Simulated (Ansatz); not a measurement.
# A series in volume per atom on Re

Results calculated with Ansatz 0.2.0 development build, not measured. Equation of state of a cubic crystal from periodic Kohn-Sham density functional theory without spin; pressure corrected for the finite basis.

Cell of the first row (space group Fd-3m, No. 227):
```
Re
1.0
      0.0000     2.7688     2.7688
      2.7688     0.0000     2.7688
      2.7688     2.7688     0.0000
Re
2
Direct
  0.00000 0.00000 0.00000
  0.25000 0.25000 0.25000
```

Settings of every row: formula Re; structure type diamond; functional PBE; spin treatment none; k mesh 17x17x17; occupation method fermi-dirac; occupation width 0.061225619 eV; wave cutoff 560 eV; datasets hand-made PAW; density cutoff ratio 4.

Limits: a cubic model structure, not a phase known at ambient conditions; some atoms lie unusually close (a squeezed, shaken or made-up cell); the SCF threshold is loose for a stress in some rows; no spin-orbit coupling, which can matter with elements this heavy.

```csv
row,volume per atom (Å³),energy above lowest point (meV/atom),pressure (GPa)
1,21.226,49.54,12.422
2,21.677,?,?
3,22.129,5.01,3.678
4,22.58,0,-0.057
5,23.032,4.98,-3.422
6,23.484,18.98,-6.454
```

Question: what energy above lowest point and pressure should row 2 give?

Worked fit of energy above lowest point. Take u = (V_r/V)^(2/3) − 1 with V_r = 22.58 Å³ an atom, which is twice the finite (Eulerian) strain; such expansions in the strain, on which the Birch-Murnaghan equation of state is built, carry the rest volume and the bulk modulus. The shown rows have u = 0.04209, 0.01354, 0, -0.01313, -0.02583. Least squares give energy above lowest point = −0.012 − 8.39 × u + 28166.4 × u² meV/atom; a straight line predicts inner rows, each left out in turn, worse (root mean square 16 against 0.04 meV/atom). The rows lie off it by 0.01, -0.03, 0.01, 0.03, -0.02. Its lowest point lies at u = 0.0001, or V = 22.57 Å³ an atom, and the curvature there gives the bulk modulus at fixed shape and fractions, B = (4/9)(1 + u)² E″(u)/V = 178 GPa. The withheld row has u = 0.02758, so the fit gives −0.012 − 8.39 × (0.02758) + 28166.4 × (0.02758)² = 21.18 meV/atom.

The calculation gave 21.12 meV/atom. The fit lies 0.06 meV/atom (0.12 % of the column's range) above it; its largest miss of a shown row is 0.03 meV/atom.

Worked fit of pressure. Take u = (V_r/V)^(2/3) − 1 with V_r = 22.58 Å³ an atom, which is twice the finite (Eulerian) strain; such expansions in the strain, on which the Birch-Murnaghan equation of state is built, carry the rest volume and the bulk modulus. The shown rows have u = 0.04209, 0.01354, 0, -0.01313, -0.02583. Least squares give pressure = −0.0559 + 266.178 × u + 719.03 × u² GPa; a straight line predicts inner rows, each left out in turn, worse (root mean square 0.4 against 0.0047 GPa). The rows lie off it by 0.001, -0.002, -0.001, 0.005, -0.002 (root mean square 0.0026 GPa). The pressure vanishes at u = 0.0002, or V = 22.57 Å³ an atom, and there the bulk modulus at fixed shape and fractions is B = −V dP/dV = (2/3)(1 + u) dP/du = 178 GPa. The withheld row has u = 0.02758, so the fit gives −0.0559 + 266.178 × (0.02758) + 719.03 × (0.02758)² = 7.832 GPa.

The calculation gave 7.822 GPa. The fit lies 0.010 GPa (0.053 % of the column's range) above it; its largest miss of a shown row is 0.005 GPa.
